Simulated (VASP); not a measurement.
# H in VASP: a series of runs

The runs below take H through single point, with RPBE+D3(BJ), optB86b-vdW.

Everything below comes from runs of VASP 6.6.1. Logs are shortened: lines on timing, memory, paths and dates and some standing lists are left out, and cuts for length are marked.

## 1. The structure

The cell holds a molecule in a box, 1 atom: a = 10.500 Å, b = 11.000 Å, c = 11.500 Å, α = 90.00°, β = 90.00°, γ = 90.00°.

## 2. Single point, RPBE+D3(BJ), collinear spin, ferromagnetic start

File INCAR:

```
SYSTEM = H
  ALGO = Normal
  EDIFF = 1E-7
  ENCUT = 400
  GGA = RP
  ISIF = 2
  ISMEAR = 0
  ISPIN = 2
  ISYM = 0
  IVDW = 12
  LASPH = .True.
  LCHARG = .False.
  LORBIT = 11
  LREAL = .False.
  LWAVE = .False.
  MAGMOM = 1.1
  NELM = 60
  NUPDOWN = 1
  PREC = Accurate
  SIGMA = 0.01
```

File KPOINTS:

```
k-points
0
Gamma
  1 1 1
  0 0 0
```

File POSCAR:

```
H                                       
1.0
   10.5000000000      0.0000000000      0.0000000000
    0.0000000000     11.0000000000      0.0000000000
    0.0000000000      0.0000000000     11.5000000000
  H             
     1
Selective dynamics
Direct
     0.5000000000000000    0.5045454544999970    0.5000000000000000   F   F   F
```

Potentials or basis: VASP PAW PBE potentials, release 64 (H).

Launch:

```bash
$ cat potpaw_PBE.64/H/POTCAR > POTCAR
$ mpirun -np 4 vasp_gam > vasp.out
```

OUTCAR:

```text
SYSTEM = H
   EDIFF = 1E-7
   ENCUT = 400
   GGA = RP
   ISIF = 2
   ISMEAR = 0
   ISPIN = 2
   ISYM = 0
   IVDW = 12
   LASPH = .True.
   LORBIT = 11
   LREAL = .False.
   NELM = 60
   NUPDOWN = 1
   PREC = Accurate
 IVDW          = 12

 ion  position               nearest neighbor table
   1  0.500  0.505  0.500-

IMPORTANT INFORMATION: All symmetrisations will be switched off!
NOSYMM: (Re-)initialisation of all symmetry stuff for point group C_1.

----------------------------------------------------------------------------------------

                                     Primitive cell

  volume of cell :    1328.2500

  direct lattice vectors                    reciprocal lattice vectors
    10.500000000  0.000000000  0.000000000     0.095238095  0.000000000  0.000000000
     0.000000000 11.000000000  0.000000000     0.000000000  0.090909091  0.000000000
     0.000000000  0.000000000 11.500000000     0.000000000  0.000000000  0.086956522

  length of vectors
    10.500000000 11.000000000 11.500000000     0.095238095  0.090909091  0.086956522

  position of ions in fractional coordinates (direct lattice)
     0.500000000  0.504545454  0.500000000

  ion indices of the primitive-cell ions
   primitive index   ion index
                 1           1

----------------------------------------------------------------------------------------

 KPOINTS: k-points

Automatic generation of k-mesh.
 Grid dimensions read from file:
 generate k-points for:    1    1    1

 Generating k-lattice:

  Cartesian coordinates                     Fractional coordinates (reciprocal lattice)
     0.095238095  0.000000000  0.000000000     1.000000000  0.000000000  0.000000000
     0.000000000  0.090909091  0.000000000     0.000000000  1.000000000  0.000000000
     0.000000000  0.000000000  0.086956522     0.000000000  0.000000000  1.000000000

  Length of vectors
     0.095238095  0.090909091  0.086956522

  Shift w.r.t. Gamma in fractional coordinates (k-lattice)
     0.000000000  0.000000000  0.000000000

 Subroutine IBZKPT returns following result:
 ===========================================

 Found      1 irreducible k-points:

 Following reciprocal coordinates:
            Coordinates               Weight
  0.000000  0.000000  0.000000      1.000000
   k-points           NKPTS =      1   k-points in BZ     NKDIM =      1   number of bands    NBANDS=      8
   number of dos      NEDOS =    301   number of ions     NIONS =      1
   total plane-waves  NPLWV = 403200
   dimension x,y,z NGX =    70 NGY =   72 NGZ =   80
   dimension x,y,z NGXF=   140 NGYF=  144 NGZF=  160
   ions per type =               1
   NGX,Y,Z   is equivalent  to a cutoff of  11.08, 10.88, 11.56 a.u.
   NGXF,Y,Z  is equivalent  to a cutoff of  22.17, 21.76, 23.13 a.u.
 SYSTEM =  H
   PREC   = accura    normal or accurate (medium, high low for compatibility)
   ISTART =      0    job   : 0-new  1-cont  2-samecut
   ICHARG =      2    charge: 1-file 2-atom 10-const
   ISPIN  =      2    spin polarized calculation?
   LNONCOLLINEAR =      F non collinear calculations
   LSORBIT =      F    spin-orbit coupling
   LASPH  =      T    aspherical Exc in radial PAW
   ENCUT  =  400.0 eV  29.40 Ry    5.42 a.u.  17.12 17.94 18.75*2*pi/ulx,y,z
   NELM   =     60;   NELMIN=  2; NELMDL= -5     # of ELM steps
   EDIFF  = 0.1E-06   stopping-criterion for ELM
   LREAL  =      F    real-space projection
   EDIFFG = 0.1E-05   stopping-criterion for IOM
   NSW    =      0    number of steps for IOM
   IBRION =     -1    ionic relax: 0-MD 1-quasi-New 2-CG
   NFREE  =      0    steps in history (QN), initial steepest desc. (CG)
   ISIF   =      2    stress and relaxation
   ISYM   =      0    0-nonsym 1-usesym 2-fastsym
   POTIM  = 0.5000    time-step for ionic-motion
   TEBEG  =    0.0;   TEEND  =   0.0 temperature during run
   PSTRESS=    0.0 pullay stress
   NELECT =       1.0000    total number of electrons
   NUPDOWN=       1.0000    fix difference up-down
   EMIN   =  10.00;   EMAX   =-10.00  energy-range for DOS
   EFERMI =   0.00;   METHOD = LEGACY
   ISMEAR =     0;   SIGMA  =   0.01  broadening in eV -4-tet -1-fermi 0-gaus
   EFERMI_NEDOS =   21; number of points for ismear=-14 and -15
   IALGO  =     38    algorithm
   IMIX   =      4    mixing-type and parameters
     AMIX     =   0.40;   BMIX     =  1.00
     AMIX_MAG =   1.60;   BMIX_MAG =  1.00
  volume/ion in A,a.u.               =    1328.25      8963.47
  Fermi-wavevector in a.u.,A,eV,Ry     =   0.148930  0.281436  0.301778  0.022180
  Thomas-Fermi vector in A             =   0.822895
   LORBIT       =     11    0 simple, 1 ext, 2 COOP (PROOUT), +10 PAW based schemes
   GGA     = RP    functional components
   LHFCALC =     F    Hartree Fock is set to
   AEXX    =    0.0000 exact exchange contribution
   IVDW    =    12    specifies the selected vdW correction
   LEPSILON=     F    determine dielectric tensor
   LRPA    =     F    only Hartree local field effects (RPA)
 spin polarized calculation
 Gauss-broadening in eV      SIGMA  =   0.01
  energy-cutoff  :      400.00
  volume of cell :     1328.25
 maximum number of plane-waves:     12033
 NGX is ok and might be reduce to    70
   NGX = 35   NGY = 35   NGZ = 37

 number of electron       1.0000001 magnetization       0.9999988

 Free energy of the ion-electron system (eV)
  ---------------------------------------------------
  ext. energy  EPLUGINS =         0.00000000
  ---------------------------------------------------
  free energy    TOTEN  =        -1.20483822 eV

  energy without entropy =       -1.20483822  energy(sigma->0) =       -1.20483822

 E-fermi :  -8.1428     XC(G=0):  -0.1315

 val. band max:       -7.6223667714   @ k =   0.0000   0.0000   0.0000
 cond. band min:      -0.2433358718   @ k =   0.0000   0.0000   0.0000
 fundamental gap:      7.3790308996
 Fermi energy:        -7.5629574248

 spin component 1

 k-point     1 :       0.0000    0.0000    0.0000
  band No.  band energies     occupation
      1      -7.6224      1.00000
      2      -0.2433      0.00000
      3       0.5135      0.00000
      4       0.5719      0.00000
      5       0.6397      0.00000
      6       0.9390      0.00000
      7       1.0588      0.00000
      8       1.1721      0.00000
 Fermi energy:        -8.1428261178

 spin component 2

 k-point     1 :       0.0000    0.0000    0.0000
  band No.  band energies     occupation
      1       0.0481      0.00000
      2       1.1630      0.00000
      3       1.1757      0.00000
      4       1.2697      0.00000
      5       1.2968      0.00000
      6       1.3913      0.00000
      7       1.4827      0.00000
      8       2.4186      0.00000

------------------------ aborting loop because EDIFF is reached ----------------------------------------

 Edisp (eV)   -0.00001

 E8    (eV) :    -0.0000

  FORCE on cell =-STRESS in cart. coord.  units (eV):
  Direction    XX          YY          ZZ          XY          YZ          ZX
  --------------------------------------------------------------------------------------
  -------------------------------------------------------------------------------------
  Total      -0.04618    -0.04626    -0.04619    -0.00000     0.00000    -0.00000
  in kB      -0.05570    -0.05580    -0.05571    -0.00000     0.00000    -0.00000
  external pressure =       -0.06 kB  Pullay stress =        0.00 kB

 VOLUME and BASIS-vectors are now :
 -----------------------------------------------------------------------------
  energy-cutoff  :      400.00
  volume of cell :     1328.25
      direct lattice vectors                 reciprocal lattice vectors
    10.500000000  0.000000000  0.000000000     0.095238095  0.000000000  0.000000000
     0.000000000 11.000000000  0.000000000     0.000000000  0.090909091  0.000000000
     0.000000000  0.000000000 11.500000000     0.000000000  0.000000000  0.086956522

 POSITION                                       TOTAL-FORCE (eV/Angst)
 -----------------------------------------------------------------------------------
      5.25000      5.55000      5.75000        -0.000000     -0.000161     -0.000000
 -----------------------------------------------------------------------------------
    total drift:                               -0.000000     -0.000161     -0.000000

  FREE ENERGIE OF THE ION-ELECTRON SYSTEM (eV)
  ---------------------------------------------------
  free  energy   TOTEN  =        -1.2048490889 eV

  energy  without entropy=       -1.2048490889  energy(sigma->0) =       -1.20484909

 total charge

# of ion       s       p       d       tot
------------------------------------------
    1        0.384   0.000   0.000   0.384

 magnetization (x)

# of ion       s       p       d       tot
------------------------------------------
    1        0.384   0.000   0.000   0.384
```

It took 26 s on 4 MPI ranks of Intel Xeon 6975P-C (Granite Rapids), shared host; peak memory 0.36 GiB.

What came out:

* Free energy: -1.2048 eV
* Net moment: 1.00 μB per cell
* Site moments: H +0.38 μB
* Valence electrons inside the program's atomic spheres: H 0.38
* Dispersion energy per atom: 0.000 eV

Caveat: the PAW data sets were made with another functional, which shifts forces and pressure a little; the total moment is fixed, so each spin has its own Fermi level.

## 3. Single point, optB86b-vdW, collinear spin, ferromagnetic start

File INCAR:

```
SYSTEM = H
  AGGAC = 0.0
  ALGO = Normal
  EDIFF = 1E-7
  ENCUT = 400
  GGA = MK
  ISIF = 2
  ISMEAR = 0
  ISPIN = 2
  ISYM = 0
  LASPH = .True.
  LCHARG = .False.
  LORBIT = 11
  LREAL = .False.
  LUSE_VDW = .True.
  LWAVE = .False.
  MAGMOM = 1.1
  NELM = 60
  NUPDOWN = 1
  PARAM1 = 0.1234
  PARAM2 = 1.0
  PREC = Accurate
  SIGMA = 0.01
```

KPOINTS is that of step 2.

POSCAR is that of step 2.

Potentials or basis: VASP PAW PBE potentials, release 64 (H).

Launch:

```bash
$ cat potpaw_PBE.64/H/POTCAR > POTCAR
$ mpirun -np 4 vasp_gam > vasp.out
```

Wall time 2.9 min (4 MPI ranks of Intel Xeon 6975P-C (Granite Rapids), shared host); peak memory 0.84 GiB.

It converged, with:

| Property | Result |
| --- | --- |
| Free energy | -0.8296 eV |
| Net moment | 1.00 μB per cell |
| Site moments | H +0.38 μB |
| Valence electrons inside the program's atomic spheres | H 0.38 |

Caveat: the PAW data sets were made with another functional, which shifts forces and pressure a little; the total moment is fixed, so each spin has its own Fermi level.
